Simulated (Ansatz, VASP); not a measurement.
# One calculation of Al2Pt, two programs

```xyz
3
Lattice="0.0000 2.9737 2.9737 2.9737 0.0000 2.9737 2.9737 2.9737 0.0000" Properties=species:S:1:pos:R:3 pbc="T T T"
Al    1.4869    1.4869    1.4869
Al    4.4606    4.4606    4.4606
Pt    0.0000    0.0000    0.0000
```

Alike in both runs: functional PBE; k mesh 12 × 12 × 12; occupations fermi-dirac, width 0.15 eV; no spin polarisation.

Ansatz relaxed the structure, and its values are those at the end. VASP's run is a single point on that final structure, the one shown.

```csv
,VASP,Ansatz
version,VASP 6.6.1,Ansatz 0.2.0
potentials or method,"VASP PAW PBE potentials, release 64 (Al, Pt)","scalar-relativistic, plane waves, PAW"
plane-wave cutoff (eV),520,420
valence electrons in the cell,16,24
```

|  | VASP | Ansatz | Ansatz less VASP |
| --- | --- | --- | --- |
| gap on the k mesh at the Fermi level (eV) | none | none | - |
| pressure (GPa) | -0.2 | 0.0 | +0.17 |

A gap of «none» marks a metal or a gap that the smearing closes. The two sets of potentials don't hold the same shells in valence.

The runs have no spin-orbit coupling, so splittings on Pt are missing.
